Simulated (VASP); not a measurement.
The input files of a VASP run:

INCAR:
```
SYSTEM = InN
PREC = Accurate
ENCUT = 520
EDIFF = 1E-6
NELM = 100
ALGO = Normal
LREAL = .FALSE.
LASPH = .TRUE.
ISMEAR = 0
SIGMA = 0.05
GGA = PE
LMAXMIX = 4
LWAVE = .FALSE.
LCHARG = .FALSE.
ISIF = 2
LSORBIT = .TRUE.
MAGMOM = 0 0 0 0 0 0 0 0 0 0 0 0
GGA_COMPAT = .FALSE.
```

File POSCAR:
```
InN
1
    1.7700000000    -3.0657300000     0.0000000000
    1.7700000000     3.0657300000     0.0000000000
    0.0000000000     0.0000000000     5.7000000000
In N
2 2
Direct
  0.6666670000   0.3333330000   0.5000000000
  0.3333330000   0.6666670000   0.0000000000
  0.6666670000   0.3333330000   0.8790000000
  0.3333330000   0.6666670000   0.3790000000
```

### KPOINTS
```
Automatic mesh
0
Gamma
6 6 3
0 0 0
```

POTCAR, in this order: In_d N (PBE.64 set). Program: vasp_std.

**Question.** Does this input run properly? What does VASP do?

**Answer.** There is a fault: LSORBIT needs the non-collinear program vasp_ncl. VASP stops with an error: ERROR: Noncollinear calculations require that VASP is compiled without the flag -DNGXhalf and-DNGZhalf. You probably tried to run a noncollinear calculation (LNONCOLLINEAR=T) with the executable vasp_std. Use vasp_ncl instead! ----> I REFUSE TO CONTINUE WITH THIS SICK JOB ... BYE!!! <----

File standard output:
```
 POSCAR found type information on POSCAR InN
 POSCAR found :  2 types and       4 ions
 Reading from existing POTCAR

 -----------------------------------------------------------------------------
|                                                                             |
|     EEEEEEE  RRRRRR   RRRRRR   OOOOOOO  RRRRRR      ###     ###     ###     |
|     E        R     R  R     R  O     O  R     R     ###     ###     ###     |
|     E        R     R  R     R  O     O  R     R     ###     ###     ###     |
|     EEEEE    RRRRRR   RRRRRR   O     O  RRRRRR       #       #       #      |
|     E        R   R    R   R    O     O  R   R                               |
|     E        R    R   R    R   O     O  R    R      ###     ###     ###     |
|     EEEEEEE  R     R  R     R  OOOOOOO  R     R     ###     ###     ###     |
|                                                                             |
|     ERROR: Noncollinear calculations require that VASP is compiled          |
|     without the flag -DNGXhalf and-DNGZhalf.                                |
|     You probably tried to run a noncollinear calculation                    |
|     (LNONCOLLINEAR=T) with the executable vasp_std. Use vasp_ncl            |
|     instead!                                                                |
|                                                                             |
|       ---->  I REFUSE TO CONTINUE WITH THIS SICK JOB ... BYE!!! <----       |
|                                                                             |
 -----------------------------------------------------------------------------
```

To mend it, run vasp_ncl.

The mended run (PBE GGA with spin-orbit coupling, plane waves, VASP's PBE PAW potentials (set 64)) converges, and its OSZICAR ends with
```
   1 F= -.21424692E+02 E0= -.21424340E+02  d E =-.704508E-03  mag=     0.0000    -0.0000    -0.0000
```

The compound is InN in the wurtzite structure. The cell was not relaxed at this level.
